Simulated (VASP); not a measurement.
# TiSe2 (P-3m1) in VASP: relaxation of cell and atoms with PBE+D3(BJ)

Aim: the relaxation of cell and atoms of TiSe2 with PBE+D3(BJ).

The COD entry that gives the cell may itself be a prediction, so a difference from it is no test against experiment.

Everything below comes from runs of VASP 6.6.1. Logs are shortened: lines on timing, memory, paths and dates and some standing lists are left out, and cuts for length are marked.

### 1 Starting point

Symmetry: P-3m1, No. 164, trigonal system. Conventional cell: a = 3.482 Å, b = 3.482 Å, c = 5.859 Å, α = 90.00°, β = 90.00°, γ = 120.00°. Ti (site symmetry -3m) has 6 Se at 2.54 Å as nearest neighbours. Se (site symmetry 3m) has 3 Ti at 2.54 Å as nearest neighbours.

### 2 Relaxation of cell and atoms, PBE+D3(BJ)

Input file INCAR:

```
  ALGO = Normal
  EDIFF = 1E-7
  EDIFFG = -0.005
  ENCUT = 600
  GGA = PE
  IBRION = 2
  ISIF = 3
  ISMEAR = 1
  IVDW = 12
  LASPH = T
  LCHARG = F
  LREAL = F
  LWAVE = F
  NELM = 80
  NSW = 90
  PREC = Accurate
  SIGMA = 0.1
```

Input file KPOINTS:

```
k-points
0
Gamma
  12 12 6
```

Input file POSCAR:

```
TiSe2                                   
1.0
    3.4817797518     -0.0000000000      0.0000000000
   -1.7408898759      3.0153097155     -0.0000000000
   -0.0000000000      0.0000000000      5.8586364394
  Ti              Se            
     1     2
Direct
     1.0000000000000000    0.0000000000000000    0.0000000000000000
     0.3333333332999970    0.6666666667000030    0.2653902342518608
     0.6666666667000030    0.3333333332999970    0.7346097657481391
```

Potentials or basis: VASP PAW PBE potentials, release 64 (Ti_sv, Se).

Launch:

```console
> cat potpaw_PBE.64/Ti_sv/POTCAR potpaw_PBE.64/Se/POTCAR > POTCAR
> mpirun -np 1 vasp_std > vasp.out
```

OUTCAR:

```text
EDIFF = 1E-7
   EDIFFG = -0.005
   ENCUT = 600
   GGA = PE
   IBRION = 2
   ISIF = 3
   ISMEAR = 1
   IVDW = 12
   LASPH = T
   LREAL = F
   NELM = 80
   NSW = 90
   PREC = Accurate
 IVDW          = 12

 ion  position               nearest neighbor table
   1  0.000  0.000  0.000-   2 2.54   3 2.54   3 2.54   2 2.54   3 2.54   2 2.54
   2  0.333  0.667  0.265-   1 2.54   1 2.54   1 2.54
   3  0.667  0.333  0.735-   1 2.54   1 2.54   1 2.54

  LATTYP: Found a hexagonal cell.
 ALAT       =     3.4817797518
 C/A-ratio  =     1.6826556695

  Lattice vectors:

 A1 = (   3.4817797518,   0.0000000000,   0.0000000000)
 A2 = (  -1.7408898759,   3.0153097155,   0.0000000000)
 A3 = (   0.0000000000,   0.0000000000,   5.8586364394)

Analysis of symmetry for initial positions (statically):
=====================================================================
 Subroutine PRICEL returns:
 Original cell was already a primitive cell.

 Routine SETGRP: Setting up the symmetry group for a
 hexagonal supercell.

 Subroutine GETGRP returns: Found 12 space group operations
 (whereof 12 operations were pure point group operations)
 out of a pool of 24 trial point group operations.

The static configuration has the point symmetry D_3d.

Analysis of symmetry for dynamics (positions and initial velocities):
=====================================================================
 Subroutine PRICEL returns:
 Original cell was already a primitive cell.

 Routine SETGRP: Setting up the symmetry group for a
 hexagonal supercell.

 Subroutine GETGRP returns: Found 12 space group operations
 (whereof 12 operations were pure point group operations)
 out of a pool of 24 trial point group operations.

The dynamic configuration has the point symmetry D_3d.

 Subroutine INISYM returns: Found 12 space group operations
 (whereof 12 operations are pure point group operations),
 and found     1 'primitive' translations

----------------------------------------------------------------------------------------

                                     Primitive cell

  volume of cell :      61.5077

  direct lattice vectors                    reciprocal lattice vectors
     3.481779752  0.000000000  0.000000000     0.287209436  0.165820445  0.000000000
    -1.740889876  3.015309715  0.000000000     0.000000000  0.331640891  0.000000000
     0.000000000  0.000000000  5.858636439     0.000000000  0.000000000  0.170688182

  length of vectors
     3.481779752  3.481779752  5.858636439     0.331640891  0.331640891  0.170688182

  position of ions in fractional coordinates (direct lattice)
     0.000000000  0.000000000  0.000000000
     0.333333333  0.666666667  0.265390234
     0.666666667  0.333333333  0.734609766

  ion indices of the primitive-cell ions
   primitive index   ion index
                 1           1
                 2           2
                 3           3

----------------------------------------------------------------------------------------

 KPOINTS: k-points

Automatic generation of k-mesh.
 Grid dimensions read from file:
 generate k-points for:   12   12    6

 Generating k-lattice:

  Cartesian coordinates                     Fractional coordinates (reciprocal lattice)
     0.023934120  0.013818370  0.000000000     0.083333333  0.000000000  0.000000000
     0.000000000  0.027636741  0.000000000     0.000000000  0.083333333  0.000000000
     0.000000000  0.000000000  0.028448030     0.000000000  0.000000000  0.166666667

  Length of vectors
     0.027636741  0.027636741  0.028448030

  Shift w.r.t. Gamma in fractional coordinates (k-lattice)
     0.000000000  0.000000000  0.000000000

 Subroutine IBZKPT returns following result:
 ===========================================

 Found    100 irreducible k-points:

 Following reciprocal coordinates:
            Coordinates               Weight
  0.000000  0.000000  0.000000      1.000000
  0.083333  0.000000  0.000000      6.000000
  0.166667  0.000000  0.000000      6.000000
  0.250000  0.000000  0.000000      6.000000
  0.333333  0.000000  0.000000      6.000000
  0.416667  0.000000  0.000000      6.000000
[... 16 lines left out ...]
  0.166667  0.000000  0.166667      6.000000
  0.000000  0.166667  0.166667      6.000000
 [... further k-points ...]
   k-points           NKPTS =    100   k-points in BZ     NKDIM =    100   number of bands    NBANDS=     16
   number of dos      NEDOS =    301   number of ions     NIONS =      3
   total plane-waves  NPLWV =  37632
   dimension x,y,z NGX =    28 NGY =   28 NGZ =   48
   dimension x,y,z NGXF=    56 NGYF=   56 NGZF=   96
   ions per type =               1   2
   NGX,Y,Z   is equivalent  to a cutoff of  13.37, 13.37, 13.62 a.u.
   NGXF,Y,Z  is equivalent  to a cutoff of  26.74, 26.74, 27.24 a.u.
 SYSTEM =  unknown system
   PREC   = accura    normal or accurate (medium, high low for compatibility)
   ISTART =      0    job   : 0-new  1-cont  2-samecut
   ICHARG =      2    charge: 1-file 2-atom 10-const
   ISPIN  =      1    spin polarized calculation?
   LNONCOLLINEAR =      F non collinear calculations
   LSORBIT =      F    spin-orbit coupling
   LASPH  =      T    aspherical Exc in radial PAW
   ENCUT  =  600.0 eV  44.10 Ry    6.64 a.u.   6.95  6.95 11.70*2*pi/ulx,y,z
   NELM   =     80;   NELMIN=  2; NELMDL= -5     # of ELM steps
   EDIFF  = 0.1E-06   stopping-criterion for ELM
   LREAL  =      F    real-space projection
   EDIFFG = -.5E-02   stopping-criterion for IOM
   NSW    =     90    number of steps for IOM
   IBRION =      2    ionic relax: 0-MD 1-quasi-New 2-CG
   NFREE  =      1    steps in history (QN), initial steepest desc. (CG)
   ISIF   =      3    stress and relaxation
   ISYM   =      2    0-nonsym 1-usesym 2-fastsym
   POTIM  = 0.5000    time-step for ionic-motion
   TEBEG  =    0.0;   TEEND  =   0.0 temperature during run
   PSTRESS=    0.0 pullay stress
   NELECT =      24.0000    total number of electrons
   NUPDOWN=      -1.0000    fix difference up-down
   EMIN   =  10.00;   EMAX   =-10.00  energy-range for DOS
   EFERMI =   0.00;   METHOD = LEGACY
   ISMEAR =     1;   SIGMA  =   0.10  broadening in eV -4-tet -1-fermi 0-gaus
   EFERMI_NEDOS =   21; number of points for ismear=-14 and -15
   IALGO  =     38    algorithm
   IMIX   =      4    mixing-type and parameters
     AMIX     =   0.40;   BMIX     =  1.00
     AMIX_MAG =   1.60;   BMIX_MAG =  1.00
  volume/ion in A,a.u.               =      20.50       138.36
  Fermi-wavevector in a.u.,A,eV,Ry     =   1.196287  2.260654 19.471327  1.431102
  Thomas-Fermi vector in A             =   2.332231
   LORBIT       =      0    0 simple, 1 ext, 2 COOP (PROOUT), +10 PAW based schemes
   GGA     = PE    functional components
   LHFCALC =     F    Hartree Fock is set to
   AEXX    =    0.0000 exact exchange contribution
   IVDW    =    12    specifies the selected vdW correction
   LEPSILON=     F    determine dielectric tensor
   LRPA    =     F    only Hartree local field effects (RPA)
 conjugate gradient relaxation of ions
 non-spin polarized calculation
 Methfessel and Paxton  Order N= 1 SIGMA  =   0.10
  energy-cutoff  :      600.00
  volume of cell :       61.51
 maximum number of plane-waves:      2071
   NGX = 13   NGY = 13   NGZ = 23

--------------------------------------- Ionic step        1  -------------------------------------------

 number of electron      24.0000002 magnetization

 Free energy of the ion-electron system (eV)
  ---------------------------------------------------
  ext. energy  EPLUGINS =         0.00000000
  ---------------------------------------------------
  free energy    TOTEN  =       -18.12272641 eV

  energy without entropy =      -18.12277033  energy(sigma->0) =      -18.12274105

------------------------ aborting loop because EDIFF is reached ----------------------------------------

 Edisp (eV)   -1.35292

 E8    (eV) :    -0.5869

  FORCE on cell =-STRESS in cart. coord.  units (eV):
  Direction    XX          YY          ZZ          XY          YZ          ZX
  --------------------------------------------------------------------------------------
  -------------------------------------------------------------------------------------
  Total       0.01831     0.01831    -0.00667     0.00000     0.00000     0.00000
  in kB       0.47692     0.47692    -0.17387     0.00000     0.00000     0.00000
  external pressure =        0.26 kB  Pullay stress =        0.00 kB

 VOLUME and BASIS-vectors are now :
 -----------------------------------------------------------------------------
  energy-cutoff  :      600.00
  volume of cell :       61.51
      direct lattice vectors                 reciprocal lattice vectors
     3.481779752  0.000000000  0.000000000     0.287209436  0.165820445  0.000000000
    -1.740889876  3.015309715  0.000000000     0.000000000  0.331640891  0.000000000
     0.000000000  0.000000000  5.858636439     0.000000000  0.000000000  0.170688182
[... 83 lines left out ...]
 POSITION                                       TOTAL-FORCE (eV/Angst)
 -----------------------------------------------------------------------------------
      0.00000     -0.00000     -0.00000        -0.000000      0.000000     -0.000000
     -0.00000      2.01133      1.55377        -0.000000     -0.000000     -0.005193
      1.74186      1.00566      4.30367         0.000000      0.000000      0.005193
 -----------------------------------------------------------------------------------
    total drift:                                0.000000      0.000000      0.000000

  FREE ENERGIE OF THE ION-ELECTRON SYSTEM (eV)
  ---------------------------------------------------
  free  energy   TOTEN  =       -19.4756574676 eV

  energy  without entropy=      -19.4757076516  energy(sigma->0) =      -19.47567420

--------------------------------------- Ionic step        4  -------------------------------------------

 number of electron      24.0000002 magnetization

 Free energy of the ion-electron system (eV)
  ---------------------------------------------------
  ext. energy  EPLUGINS =         0.00000000
  ---------------------------------------------------
  free energy    TOTEN  =       -18.12375793 eV

  energy without entropy =      -18.12381036  energy(sigma->0) =      -18.12377541

 E-fermi :   5.3858     XC(G=0): -10.3028

 val. band max:        5.3810220818   @ k =   0.0000   0.4167   0.1667
 cond. band min:       5.3898094296   @ k =   0.0833   0.0000   0.0000
 fundamental gap:      0.0087873478
 Fermi energy:         5.3858383125

 k-point     1 :       0.0000    0.0000    0.0000
  band No.  band energies     occupation
      1     -52.1381      2.00000
      2     -28.3714      2.00000
      3     -28.3574      2.00000
      4     -28.3574      2.00000
      5      -8.8226      2.00000
      6      -7.2045      2.00000
[... 8 lines left out ...]
     15       5.9950     -0.00000
     16       8.6780      0.00000
[... 419 lines left out ...]
 k-point    24 :       0.0000    0.1667    0.1667
  band No.  band energies     occupation
      1     -52.1358      2.00000
      2     -28.3835      2.00000
      3     -28.3657      2.00000
      4     -28.3633      2.00000
      5      -8.4407      2.00000
      6      -7.2149      2.00000
[... 8 lines left out ...]
     15       6.9421     -0.00000
     16       8.3100      0.00000

 [... further k-points ...]

------------------------ aborting loop because EDIFF is reached ----------------------------------------

 Edisp (eV)   -1.35190

 E8    (eV) :    -0.5864

  FORCE on cell =-STRESS in cart. coord.  units (eV):
  Direction    XX          YY          ZZ          XY          YZ          ZX
  --------------------------------------------------------------------------------------
  -------------------------------------------------------------------------------------
  Total       0.00339     0.00339     0.01354    -0.00000    -0.00000    -0.00000
  in kB       0.08830     0.08830     0.35239    -0.00000    -0.00000    -0.00000
  external pressure =        0.18 kB  Pullay stress =        0.00 kB

 VOLUME and BASIS-vectors are now :
 -----------------------------------------------------------------------------
  energy-cutoff  :      600.00
  volume of cell :       61.55
      direct lattice vectors                 reciprocal lattice vectors
     3.483533592  0.000000000 -0.000000000     0.287064836  0.165736960 -0.000000000
    -1.741766796  3.016828586 -0.000000000    -0.000000000  0.331473921 -0.000000000
     0.000000000  0.000000000  5.857048585     0.000000000  0.000000000  0.170734455

 POSITION                                       TOTAL-FORCE (eV/Angst)
 -----------------------------------------------------------------------------------
     -1.74177      3.01683      5.85705        -0.000000      0.000000      0.000000
     -0.00000      2.01122      1.55329         0.000000      0.000000      0.001197
      1.74177      1.00561      4.30376        -0.000000     -0.000000     -0.001197
 -----------------------------------------------------------------------------------
    total drift:                               -0.000000      0.000000      0.000000

  FREE ENERGIE OF THE ION-ELECTRON SYSTEM (eV)
  ---------------------------------------------------
  free  energy   TOTEN  =       -19.4756593602 eV

  energy  without entropy=      -19.4757117926  energy(sigma->0) =      -19.47567684

 reached required accuracy - stopping structural energy minimisation
```

Run time: 3.3 min. Hardware: 1 thread of Intel Xeon Platinum 8488C (Sapphire Rapids), shared host; peak memory 0.29 GiB.

Results:

- Free energy: -19.4757 eV
- Relaxed volume: 20.52 Å³/atom
- Relaxed cell: a = 3.484 Å, b = 3.484 Å, c = 5.857 Å, α = 90.00°, β = 90.00°, γ = 120.00°
- Space group after relaxing (to 0.05 Å): P-3m1 (No. 164)
- Energy gained by relaxing: 0.0 meV/atom
- Ionic steps: 4
- Pressure after relaxing: 0.0 GPa
- Band gap on the k mesh: none (metal or under the smearing width)
- Dispersion energy per atom: -0.451 eV

Final structure:
```yaml
crystal:
  lattice:
    - [3.48353, 0.00000, 0.00000]
    - [-1.74177, 3.01683, 0.00000]
    - [0.00000, 0.00000, 5.85705]
  atoms:
    - { symbol: Ti, position: [0.00000, 0.00000, 0.00000] }
    - { symbol: Se, position: [0.33333, 0.66667, 0.26520] }
    - { symbol: Se, position: [0.66667, 0.33333, 0.73480] }
```

Levels at points of the mesh, in eV from the Fermi level:
```
           k point  band 8  band 9  band 10  band 11  band 12  band 13  band 14  band 15  band 16
(0.00, 0.00, 0.00)   -2.25   -2.25     0.38     0.51     0.51     0.58     0.61     0.61     3.29
(0.50, 0.00, 0.00)   -3.86   -2.94    -2.86    -2.24    -1.42     0.05     1.47     1.89     3.22
(0.00, 0.00, 0.50)   -2.89   -2.16    -2.16     0.29     0.29     0.49     0.49     1.28     3.75
(0.50, 0.00, 0.50)   -4.86   -2.82    -2.55    -1.11    -0.85    -0.25     1.47     1.86     3.05
```

Caveat: pairwise dispersion overbinds metals, which lowers pressure and volume.
